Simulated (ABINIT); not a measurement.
Runs of ABINIT 10.8.3 (patched build) on Ru. Symmetry: P6_3/mmc, No. 194, hexagonal system. Conventional cell: a = 2.706 Å, b = 2.706 Å, c = 4.282 Å, α = 90.00°, β = 90.00°, γ = 120.00°. Around Ru (site symmetry -6m2) lie 12 Ru at 2.65 to 2.71 Å. 

| task | level | potentials or basis | k mesh | mesh quality | gap on the mesh (eV) | pressure (GPa) | V0 of scaled cells (Å³/atom) | B0 (GPa) |
| --- | --- | --- | --- | --- | --- | --- | --- | --- |
| single point | LDA | JTH PAW LDA v2.0 | 14 × 14 × 8 | not flagged | none | -12.5 | - | - |
| single point | PBEsol | JTH PAW PBE v2.0 | 14 × 14 × 8 | not flagged | none | -5.9 | - | - |
| single point | PBEsol | JTH PAW PBE v2.0 | 7 × 7 × 4 | coarse | none | (a) | - | - |
| equation of state | LDA-PZ | JTH PAW LDA v2.0 | 11 × 11 × 6 | not flagged | - | - | 13.09 | 363 |
| equation of state | LDA-Teter | JTH PAW LDA v2.0 | 11 × 11 × 6 | not flagged | - | - | 13.09 | 363 |

Alike in all rows: no spin polarisation; cell as given; cutoff (eV) 408; smearing fermi-dirac 0.05 eV.

Question: Fill in the values left out.

Answer: (a) -5.5.

Caveats: some runs use coarse meshes; the PAW data sets were made with another functional, which shifts forces and pressure a little (some runs); pressures at fixed basis lie under the slope of the energies (some runs); the cell was scaled at fixed shape and fractional positions, which overstates the stiffness of a crystal with free parameters, most of all of layers and chains (some runs).

A k mesh can miss the band edges, and the runs leave out spin-orbit coupling on Ru.

A gap of «none» marks a metal or a gap under the smearing width.

Runs at the PBE level aren't shown here.
